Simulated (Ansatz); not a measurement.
Set up this calculation in Ansatz 0.2.0, as the native input.

| Property | Result |
| --- | --- |
| Task | projected density of states |
| Functional | PBEsol |
| Potentials or basis | all-electron LAPW, inner shells corrected to Dirac's equation |
| Cutoff | 393 eV (chosen from the basis error) |
| Basis error allowed | 0.001 eV/atom |
| k mesh | 6 × 6 × 6 |
| Occupations | gaussian, width 0.025 eV |
| Spin | non-collinear spin, random start |
| Starting moments | [[-0.041, 0.015, -0.101], [-0.0, 0.0, -0.0]] μB |
| Sphere radius (all atoms) | 1.184 Å |

The system is HgSe.

```
Hg Se
1.0
     0.00000    3.03900    3.03900
     3.03900    0.00000    3.03900
     3.03900    3.03900    0.00000
Hg Se
1 1
Direct
  0.00000 0.00000 0.00000
  0.75000 0.75000 0.75000
```

These files were run (other wordings do the same):

input.yaml

```yaml
crystal:
  lattice:
    - [0.0, 3.039, 3.039]
    - [3.039, 0.0, 3.039]
    - [3.039, 3.039, 0.0]
  atoms:
    - { symbol: Hg, position: [0.0, 0.0, 0.0], spin: 0.11, spin_axis: [-0.37262, 0.136324, -0.917916] }
    - { symbol: Se, position: [0.75, 0.75, 0.75] }
kpoints:
  mp_grid: { grid: [6, 6, 6] }
  band_path:
    path:
      - [0.0, 0.0, 0.0]
      - [0.5, 0.0, 0.5]
      - [0.5, 0.25, 0.75]
      - [0.375, 0.375, 0.75]
      - [0.0, 0.0, 0.0]
      - [0.5, 0.5, 0.5]
      - [0.625, 0.25, 0.625]
      - [0.5, 0.25, 0.75]
    npoints: 12
scf:
  occupations: { method: gaussian, width: 0.025 }
hamiltonian:
  xc: pbesol
  pseudopotentials:
    kind: all_electron
    lapw: { basis_error: 0.001, muffin_tin_radii: { Hg: 1.184, Se: 1.184 } }
    dirac_shells: { Hg: ["4p", "4d"], Se: ["3p"] }
magnetization:
  noncollinear: true
output:
  forces: true
  stress: true
  eigenvalues: true
  fatbands: true
  dos: { projected: true, de: 0.2, e_range: [-20, 8] }
  populations: true
```

Potentials or basis: all-electron LAPW, inner shells corrected to Dirac's equation.

The run is started by

```bash
$ ansatz run input.yaml --threads 1 --pin off --max-ram 2560MiB --backend cpu --events-out ev --progress --plain --runs-dir out
```

It gave:

```json
{"Pressure": "1.6 GPa", "Band gap along the path": "none (metal or under the smearing width)", "Net moment": "0.00 μB per cell", "Absolute moment": "0.00 μB per cell", "Loewdin charges": "Hg +1.07; Se -0.85 e"}
```

Caveat: the k mesh is thin for a metal, which can move the energy by tens of meV per atom; spin-orbit coupling is left out, which moves the levels of the heavy elements; the starting moments weren't kept.

Run time: 6.2 min on 1 thread of Arm Neoverse V2 (shared host), peak memory 0.72 GiB.
